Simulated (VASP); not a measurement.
# MgO (P-6m2) in VASP: a series of runs, part 2 of 2

VASP 6.6.1.

## (3) G0W0 quasiparticle levels, PBE

The input, POSCAR:

```
MgO
1.0
    2.9380209034      0.0000000000      0.0000000000
   -1.4690104517      2.5444007392      0.0000000000
    0.0000000000      0.0000000000      2.6796800000
Mg O
1 1
Direct
    0.0000000000      0.0000000000      0.0000000000
    0.3333333333      0.6666666667      0.5000000000
```

The input, INCAR.step1:

```
SYSTEM = MgO
ALGO     = Normal         ! electronic algorithm
EDIFF    = 1E-8           ! SCF threshold, eV
ENCUT    = 450            ! plane-wave cutoff, eV
GGA      = PE             ! functional
ISMEAR   = 0              ! smearing method
LASPH    = .TRUE.         ! aspherical terms in the spheres
LCHARG   = .FALSE.        ! write CHGCAR
LREAL    = .FALSE.        ! projectors in reciprocal space
LWAVE    = .TRUE.         ! write WAVECAR
NELM     = 60             ! most SCF steps
PREC     = Accurate       ! precision mode
SIGMA    = 0.01           ! smearing width, eV
```

The input, INCAR.step2:

```
SYSTEM = MgO
ALGO     = Exact          ! electronic algorithm
EDIFF    = 1E-8           ! SCF threshold, eV
ENCUT    = 450            ! plane-wave cutoff, eV
GGA      = PE             ! functional
ISMEAR   = 0              ! smearing method
ISTART   = 1            
LASPH    = .TRUE.         ! aspherical terms in the spheres
LCHARG   = .FALSE.        ! write CHGCAR
LOPTICS  = .TRUE.         ! frequency-dependent dielectric function
LREAL    = .FALSE.        ! projectors in reciprocal space
LWAVE    = .TRUE.         ! write WAVECAR
NBANDS   = 124            ! bands
NELM     = 1              ! most SCF steps
PREC     = Accurate       ! precision mode
SIGMA    = 0.01           ! smearing width, eV
```

The input, INCAR.step3:

```
SYSTEM = MgO
ALGO     = EVGW0          ! electronic algorithm
EDIFF    = 1E-8           ! SCF threshold, eV
ENCUT    = 450            ! plane-wave cutoff, eV
ENCUTGW  = 260            ! cutoff of the response function
GGA      = PE             ! functional
ISMEAR   = 0              ! smearing method
ISTART   = 1            
LASPH    = .TRUE.         ! aspherical terms in the spheres
LCHARG   = .FALSE.        ! write CHGCAR
LREAL    = .FALSE.        ! projectors in reciprocal space
LWAVE    = .FALSE.        ! write WAVECAR
NBANDS   = 124            ! bands
NBANDSGW = 12           
NELMGW   = 1            
NOMEGA   = 48             ! frequency points
PREC     = Accurate       ! precision mode
PRECFOCK = Fast         
SIGMA    = 0.01           ! smearing width, eV
```

The input, KPOINTS:

```
k-points
0
G
  5 5 5
  0 0 0
```

Potentials or basis: VASP PAW PBE potentials, release 64 (Mg_GW, O_GW).

Run with:

```bash
> cat potpaw_PBE.64/Mg_GW/POTCAR potpaw_PBE.64/O_GW/POTCAR > POTCAR
> cp INCAR.step1 INCAR
> mpirun -np 1 vasp_std > vasp.out
> cp INCAR.step2 INCAR
> mpirun -np 1 vasp_std > vasp.out
> cp INCAR.step3 INCAR
> mpirun -np 1 vasp_std > vasp.out
```

OUTCAR:

```text
SYSTEM = MgO
   EDIFF = 1E-8
   ENCUT = 450
   ENCUTGW = 260
   GGA = PE
   ISMEAR = 0
   ISTART = 1
   LASPH = .TRUE.
   LREAL = .FALSE.
   NELMGW = 1
   PREC = Accurate
   PRECFOCK = Fast

 Found     15 irreducible k-points:

 Following reciprocal coordinates:
            Coordinates               Weight
  0.000000  0.000000  0.000000      1.000000
  0.200000  0.000000  0.000000      6.000000
  0.400000  0.000000  0.000000      6.000000
  0.200000  0.200000  0.000000      6.000000
  0.400000  0.200000  0.000000      6.000000
  0.000000  0.000000  0.200000      2.000000
   k-points           NKPTS =     15   k-points in BZ     NKDIM =    125   number of bands    NBANDS=    124
   number of dos      NEDOS =    301   number of ions     NIONS =      2
   total plane-waves  NPLWV =   8000
   dimension x,y,z NGX =    20 NGY =   20 NGZ =   20
   dimension x,y,z NGXF=    40 NGYF=   40 NGZF=   40
   ions per type =               1   1
   NGX,Y,Z   is equivalent  to a cutoff of  11.32, 11.32, 12.41 a.u.
   NGXF,Y,Z  is equivalent  to a cutoff of  22.63, 22.63, 24.82 a.u.
 SYSTEM =  MgO
   PREC   = accura    normal or accurate (medium, high low for compatibility)
   ISTART =      1    job   : 0-new  1-cont  2-samecut
   ICHARG =      0    charge: 1-file 2-atom 10-const
   ISPIN  =      1    spin polarized calculation?
   LNONCOLLINEAR =      F non collinear calculations
   LSORBIT =      F    spin-orbit coupling
   LASPH  =      T    aspherical Exc in radial PAW
   ENCUT  =  450.0 eV  33.07 Ry    5.75 a.u.   5.08  5.08  4.63*2*pi/ulx,y,z
   NELM   =     60;   NELMIN=  2; NELMDL=  0     # of ELM steps
   EDIFF  = 0.1E-07   stopping-criterion for ELM
   LREAL  =      F    real-space projection
   EDIFFG = 0.1E-06   stopping-criterion for IOM
   NSW    =      0    number of steps for IOM
   IBRION =     -1    ionic relax: 0-MD 1-quasi-New 2-CG
[... 15 lines left out ...]
     AMIX_MAG =   1.60;   BMIX_MAG =  1.00
  volume/ion in A,a.u.               =      10.02        67.59
  Fermi-wavevector in a.u.,A,eV,Ry     =   1.205583  2.278221 19.775115  1.453430
  Thomas-Fermi vector in A             =   2.341275
   LORBIT       =      0    0 simple, 1 ext, 2 COOP (PROOUT), +10 PAW based schemes
   GGA     = PE    functional components
   LHFCALC =     T    Hartree Fock is set to
   PRECFOCK=fast      Normal, Fast or Accurate (Low or Medium for compatibility)
   ENCUT4O =  -1.0   cutoff for four orbital integrals eV
   NKREDX  =     1    reduce k-point grid by
   NKREDY  =     1    reduce k-point grid by
   NKREDZ  =     1    reduce k-point grid by
   AEXX    =    1.0000 exact exchange contribution
   HFSCREEN=    0.0000 screening length (either q_TF or 0.3 A-1)
   HFSCREENC=   0.0000 screening length for correlation (either q_TF or 0.3 A-1)
   ENCUTFOCK=  -1.0 apply spherical cutoff to Coloumb kernel
   IVDW    =     0    specifies the selected vdW correction
   LEPSILON=     F    determine dielectric tensor
   LRPA    =     F    only Hartree local field effects (RPA)
   LRPAFORCE           =     F    calculate RPA forces
   ENCUTGW             = 260.0    cutoff for response function in eV
   ENCUTGWSOFT         = 208.0    soft cutoff for Coulomb kernel in GW response function in eV
   ENCUTLF             =  -1.0    cutoff for local field effects
   NELMGW              =     1    number of iterations in solving QP/BSE equation
   NELMHF              =     1    number of iterations in the inner HF iteration
   NKREDLFX            =     1    NKREDLFY  =   1   NKREDLFZ  =   1
 non-spin polarized calculation
 Gauss-broadening in eV      SIGMA  =   0.01
  energy-cutoff  :      450.00
  volume of cell :       20.03
 maximum number of plane-waves:       448
  NGX = 14; NGY = 14; NGZ = 12
   NGX = 11   NGY = 11   NGZ =  9
 maximum number of plane-waves:       200

 QP shifts <psi_nk| G(iteration)W_0 |psi_nk>: iteration 1
 for sc-GW calculations column KS-energies equals QP-energies in previous step
 and V_xc(KS)=  KS-energies - (<T + V_ion + V_H > + <T+V_H+V_ion>^1  + <V_x>^1)

 k-point   1 :       0.0000    0.0000    0.0000
  band No.  KS-energies  QP-energies   sigma(KS)   V_xc(KS)     V^pw_x(r,r')   Z            occupation Imag(sigma)

      1     -14.1274     -16.2117     -21.2179     -18.1387     -29.8636       0.6769       2.0000       1.1261
      2       2.7085       1.4126     -20.8781     -19.1636     -24.6438       0.7558       2.0000       0.0924
      3       2.7085       1.4126     -20.8781     -19.1636     -24.6438       0.7558       2.0000       0.0924
      4       2.9074       1.6000     -20.9983     -19.2672     -24.7529       0.7552       2.0000       0.0899
      5       6.3025       7.2255     -10.0807     -11.2052      -6.8595       0.8208       0.0000      -0.0735
      6      15.1783      16.2041      -7.7032      -8.9623      -3.2761       0.8147       0.0000      -0.1127
      7      18.8390      19.9430      -7.4148      -8.7783      -2.7107       0.8097       0.0000      -0.2154
      8      18.8390      19.9430      -7.4148      -8.7783      -2.7107       0.8097       0.0000      -0.2154
      9      23.1217      24.0909      -7.3504      -8.4892      -2.1234       0.8511       0.0000      -0.6778
     10      24.0836      25.4406      -9.2356     -10.9715      -3.4065       0.7817       0.0000      -0.6578
     11      25.7447      27.1126      -9.4515     -11.2141      -3.4207       0.7761       0.0000      -0.6940
     12      25.7447      27.1126      -9.4515     -11.2141      -3.4207       0.7761       0.0000      -0.6940
[... 68 lines left out ...]
      1     -13.7973     -15.8813     -21.4923     -18.4266     -30.0989       0.6798       2.0000       1.0918
      2       0.7043      -0.7485     -18.2758     -16.3273     -22.0112       0.7456       2.0000       0.1072
      3       2.8755       1.5990     -21.0499     -19.3587     -24.8106       0.7548       2.0000       0.0930
      4       2.8755       1.5990     -21.0499     -19.3587     -24.8106       0.7548       2.0000       0.0930
      5       8.0060       9.0306     -11.4344     -12.7026      -8.1925       0.8079       0.0000      -0.0729
      6      15.1968      16.3674      -9.4262     -10.9122      -4.8512       0.7878       0.0000      -0.1425
      7      19.3532      20.4486      -7.4186      -8.7724      -2.6754       0.8091       0.0000      -0.2304
      8      19.3532      20.4486      -7.4186      -8.7724      -2.6754       0.8091       0.0000      -0.2304
      9      23.9252      25.2926      -8.7080     -10.4527      -3.3115       0.7838       0.0000      -0.4187
     10      23.9252      25.2926      -8.7080     -10.4527      -3.3115       0.7838       0.0000      -0.4187
     11      23.9314      24.8698      -7.6455      -8.8181      -2.1390       0.8003       0.0000      -0.6448
     12      24.9729      26.1322      -8.1051      -9.5423      -2.6953       0.8066       0.0000      -0.6260

 [... further k-points ...]
```

OUTCAR.step2:

```text
SYSTEM = MgO
   EDIFF = 1E-8
   ENCUT = 450
   GGA = PE
[... 561 lines left out ...]
  --------------------------------------------------------------------------------------------------------------
     0.00000     3.63131     3.63131     3.86513     0.00000     0.00000     0.00000
     2.40527     4.01522     4.01522     4.43047     0.00000     0.00000     0.00000
     4.81054     5.52778     5.52778     8.15274     0.00000     0.00000     0.00000
     7.21580     4.84910     4.84910     2.43668     0.00000     0.00000     0.00000
     9.62107     3.61686     3.61686     0.13164     0.00000     0.00000     0.00000
    12.02634     0.76995     0.76995     2.41178     0.00000    -0.00000     0.00000
[... 92 lines left out ...]
   235.71629     0.99001     0.99001     0.98995    -0.00000     0.00000    -0.00000
   238.12156     0.99023     0.99023     0.99017    -0.00000     0.00000    -0.00000
```

It took 2 min on 1 thread of Intel Xeon 6975P-C (Granite Rapids), shared host; peak memory 0.34 GiB.

These settings aren't checked as converged: the numbers below hold their error.

Results:

```yaml
Band_gap_on_the_k_mesh_mean-field_level: 3.01 eV, indirect (least direct gap 3.40 eV)
Quasiparticle_gap: 5.19 eV
Least_direct_quasiparticle_gap: 5.63 eV
```

Caveat: the k mesh is coarse (spacing up to 0.49 Å⁻¹), so the values aren't converged; the cutoff is under 1.25 times the usual one of these potentials, so pressure, stress and relaxed cells hold a basis-set (Pulay) error; bands, screening cutoff and mesh are small and nothing is extrapolated, so the quasiparticle values aren't converged; an odd mesh through Γ misses points on the zone boundary, where band edges often lie.

## (4) G0W0 quasiparticle levels, PBE

POSCAR is that of step 3.

INCAR.step1 is that of step 3.

INCAR.step2: that of step 3 with these lines changed.

```diff
@@ -12,3 +12,3 @@
 LWAVE    = .TRUE.         ! write WAVECAR
-NBANDS   = 124            ! bands
+NBANDS   = 28             ! bands
 NELM     = 1              ! most SCF steps
```

INCAR.step3: that of step 3 with these lines changed.

```diff
@@ -4,3 +4,3 @@
 ENCUT    = 450            ! plane-wave cutoff, eV
-ENCUTGW  = 260            ! cutoff of the response function
+ENCUTGW  = 50             ! cutoff of the response function
 GGA      = PE             ! functional
@@ -12,3 +12,3 @@
 LWAVE    = .FALSE.        ! write WAVECAR
-NBANDS   = 124            ! bands
+NBANDS   = 28             ! bands
 NBANDSGW = 12
```

The input, KPOINTS:

```
k-points
0
G
  3 3 3
  0 0 0
```

Potentials or basis: VASP PAW PBE potentials, release 64 (Mg_GW, O_GW).

Run with:

```bash
> cat potpaw_PBE.64/Mg_GW/POTCAR potpaw_PBE.64/O_GW/POTCAR > POTCAR
> cp INCAR.step1 INCAR
> mpirun -np 1 vasp_std > vasp.out
> cp INCAR.step2 INCAR
> mpirun -np 1 vasp_std > vasp.out
> cp INCAR.step3 INCAR
> mpirun -np 1 vasp_std > vasp.out
```

OUTCAR:

```text
SYSTEM = MgO
   EDIFF = 1E-8
   ENCUT = 450
   ENCUTGW = 50
   GGA = PE
   ISMEAR = 0
   ISTART = 1
   LASPH = .TRUE.
   LREAL = .FALSE.
   NELMGW = 1
   PREC = Accurate
   PRECFOCK = Fast

 Found      6 irreducible k-points:

 Following reciprocal coordinates:
            Coordinates               Weight
  0.000000  0.000000  0.000000      1.000000
  0.333333  0.000000  0.000000      6.000000
  0.333333  0.333333  0.000000      2.000000
  0.000000  0.000000  0.333333      2.000000
  0.333333  0.000000  0.333333     12.000000
  0.333333  0.333333  0.333333      4.000000
   k-points           NKPTS =      6   k-points in BZ     NKDIM =     27   number of bands    NBANDS=     28
   number of dos      NEDOS =    301   number of ions     NIONS =      2
   total plane-waves  NPLWV =   8000
   dimension x,y,z NGX =    20 NGY =   20 NGZ =   20
   dimension x,y,z NGXF=    40 NGYF=   40 NGZF=   40
   ions per type =               1   1
   NGX,Y,Z   is equivalent  to a cutoff of  11.32, 11.32, 12.41 a.u.
   NGXF,Y,Z  is equivalent  to a cutoff of  22.63, 22.63, 24.82 a.u.
 SYSTEM =  MgO
   PREC   = accura    normal or accurate (medium, high low for compatibility)
   ISTART =      1    job   : 0-new  1-cont  2-samecut
   ICHARG =      0    charge: 1-file 2-atom 10-const
   ISPIN  =      1    spin polarized calculation?
   LNONCOLLINEAR =      F non collinear calculations
   LSORBIT =      F    spin-orbit coupling
   LASPH  =      T    aspherical Exc in radial PAW
   ENCUT  =  450.0 eV  33.07 Ry    5.75 a.u.   5.08  5.08  4.63*2*pi/ulx,y,z
   NELM   =     60;   NELMIN=  2; NELMDL=  0     # of ELM steps
   EDIFF  = 0.1E-07   stopping-criterion for ELM
   LREAL  =      F    real-space projection
   EDIFFG = 0.1E-06   stopping-criterion for IOM
[... 16 lines left out ...]
     AMIX     =   0.40;   BMIX     =  1.00
     AMIX_MAG =   1.60;   BMIX_MAG =  1.00
  volume/ion in A,a.u.               =      10.02        67.59
  Fermi-wavevector in a.u.,A,eV,Ry     =   1.205583  2.278221 19.775115  1.453430
  Thomas-Fermi vector in A             =   2.341275
   LORBIT       =      0    0 simple, 1 ext, 2 COOP (PROOUT), +10 PAW based schemes
   GGA     = PE    functional components
   LHFCALC =     T    Hartree Fock is set to
   PRECFOCK=fast      Normal, Fast or Accurate (Low or Medium for compatibility)
   ENCUT4O =  -1.0   cutoff for four orbital integrals eV
   NKREDX  =     1    reduce k-point grid by
   NKREDY  =     1    reduce k-point grid by
   NKREDZ  =     1    reduce k-point grid by
   AEXX    =    1.0000 exact exchange contribution
   HFSCREEN=    0.0000 screening length (either q_TF or 0.3 A-1)
   HFSCREENC=   0.0000 screening length for correlation (either q_TF or 0.3 A-1)
   ENCUTFOCK=  -1.0 apply spherical cutoff to Coloumb kernel
   IVDW    =     0    specifies the selected vdW correction
   LEPSILON=     F    determine dielectric tensor
   LRPA    =     F    only Hartree local field effects (RPA)
   LRPAFORCE           =     F    calculate RPA forces
   ENCUTGW             =  50.0    cutoff for response function in eV
   ENCUTGWSOFT         =  40.0    soft cutoff for Coulomb kernel in GW response function in eV
   ENCUTLF             =  -1.0    cutoff for local field effects
   NELMGW              =     1    number of iterations in solving QP/BSE equation
   NELMHF              =     1    number of iterations in the inner HF iteration
   NKREDLFX            =     1    NKREDLFY  =   1   NKREDLFZ  =   1
 non-spin polarized calculation
 Gauss-broadening in eV      SIGMA  =   0.01
  energy-cutoff  :      450.00
  volume of cell :       20.03
 maximum number of plane-waves:       447
  NGX = 12; NGY = 12; NGZ = 10
   NGX = 11   NGY = 11   NGZ =  9
 maximum number of plane-waves:        21
 NGX is ok and might be reduce to    10

 QP shifts <psi_nk| G(iteration)W_0 |psi_nk>: iteration 1
 for sc-GW calculations column KS-energies equals QP-energies in previous step
 and V_xc(KS)=  KS-energies - (<T + V_ion + V_H > + <T+V_H+V_ion>^1  + <V_x>^1)

 k-point   1 :       0.0000    0.0000    0.0000
  band No.  KS-energies  QP-energies   sigma(KS)   V_xc(KS)     V^pw_x(r,r')   Z            occupation Imag(sigma)

      1     -14.0514     -16.3014     -21.3516     -18.1184     -29.8309       0.6959       2.0000       1.2548
      2       2.7905       2.0075     -20.1834     -19.1489     -24.8620       0.7570       2.0000       0.1780
      3       2.7905       2.0075     -20.1834     -19.1489     -24.8620       0.7570       2.0000       0.1780
      4       2.9934       2.1519     -20.3685     -19.2552     -25.0520       0.7558       2.0000       0.1767
      5       6.3348       7.1557     -10.1691     -11.1969      -6.4452       0.7986       0.0000      -0.1224
      6      15.1989      16.3320      -7.4960      -8.9289      -3.1427       0.7907       0.0000      -0.1599
      7      18.8451      20.0175      -7.2650      -8.7582      -2.6576       0.7851       0.0000      -0.2605
      8      18.8451      20.0175      -7.2650      -8.7582      -2.6576       0.7851       0.0000      -0.2605
      9      23.1418      24.2022      -7.1383      -8.4528      -2.0767       0.8067       0.0000      -0.6786
     10      24.1055      25.6686      -8.9152     -10.9707      -3.4194       0.7604       0.0000      -0.6834
     11      25.7686      27.4857      -8.9585     -11.2092      -3.4219       0.7629       0.0000      -0.7095
     12      25.7686      27.4857      -8.9585     -11.2092      -3.4219       0.7629       0.0000      -0.7095
[... 68 lines left out ...]
      1     -12.3507     -14.6783     -23.1853     -19.9088     -31.3587       0.7104       2.0000       1.0109
      2       0.5429      -0.5369     -17.8823     -16.4247     -22.5381       0.7408       2.0000       0.2174
      3       0.5548      -0.5522     -17.7388     -16.2473     -22.3246       0.7422       2.0000       0.2153
      4       0.6311      -0.4258     -18.6123     -17.1834     -23.4320       0.7397       2.0000       0.2213
      5      10.3439      11.1901      -8.0848      -9.1622      -4.0414       0.7854       0.0000      -0.1472
      6      14.3392      15.8303      -9.0044     -10.9097      -4.8303       0.7826       0.0000      -0.1658
      7      17.1807      18.7411      -9.3099     -11.3342      -4.7143       0.7709       0.0000      -0.2175
      8      18.4935      19.8918      -9.7733     -11.5690      -5.1345       0.7787       0.0000      -0.3059
      9      18.5988      20.3876     -10.9998     -13.3477      -6.0926       0.7619       0.0000      -0.3568
     10      24.6062      26.1449      -8.8958     -10.8648      -3.6880       0.7815       0.0000      -0.5785
     11      29.4038      31.1377      -7.6072      -9.7826      -2.3428       0.7970       0.0000      -0.7698
     12      30.6721      32.1459      -6.8315      -8.6434      -1.5206       0.8133       0.0000      -0.9453
```

OUTCAR.step2:

```text
SYSTEM = MgO
   EDIFF = 1E-8
   ENCUT = 450
   GGA = PE
[... 558 lines left out ...]
  --------------------------------------------------------------------------------------------------------------
     0.00000     4.65182     4.65182     5.00961     0.00000     0.00000    -0.00000
     0.94152     4.75912     4.75912     5.15861     0.00000     0.00000    -0.00000
     1.88303     5.18023     5.18023     5.78000     0.00000     0.00000    -0.00000
     2.82455     6.68233     6.68233     8.65290     0.00000     0.00000    -0.00000
     3.76606    -3.78546    -3.78546    -0.48072     0.00000     0.00000    -0.00000
     4.70758     3.25491     3.25491     3.84235     0.00000     0.00000    -0.00000
[... 92 lines left out ...]
    92.26853     0.94062     0.94062     0.94000    -0.00000     0.00000     0.00000
    93.21004     0.94197     0.94197     0.94136    -0.00000     0.00000     0.00000
```

It took 6.3 s on 1 thread of Intel Xeon 6975P-C (Granite Rapids), shared host; peak memory 0.14 GiB.

The run converged, but some of its settings lie outside the range that counts as converged, so its numbers aren't taken as properties of the crystal.

Results:

```
Band gap on the k mesh, mean-field level : 2.93 eV, indirect (least direct gap 3.34 eV)
Quasiparticle gap                        : 4.52 eV
Least direct quasiparticle gap           : 5.00 eV
```

Caveat: the k mesh is coarse (spacing up to 0.82 Å⁻¹), so the values aren't converged; the cutoff is under 1.25 times the usual one of these potentials, so pressure, stress and relaxed cells hold a basis-set (Pulay) error; bands, screening cutoff and mesh are small and nothing is extrapolated, so the quasiparticle values aren't converged; an odd mesh through Γ misses points on the zone boundary, where band edges often lie.

## (5) The reference run

An earlier run on the cell as given: functional PBE; potentials or basis VASP PAW PBE potentials, release 64 (Mg, O); cutoff 520 eV; k mesh 10 × 10 × 10; occupations fermi-dirac, width 0.05 eV; no spin polarisation.

- Pressure: -0.7 GPa
- Band gap on the k mesh: 3.01 eV, indirect (least direct gap 3.40 eV)
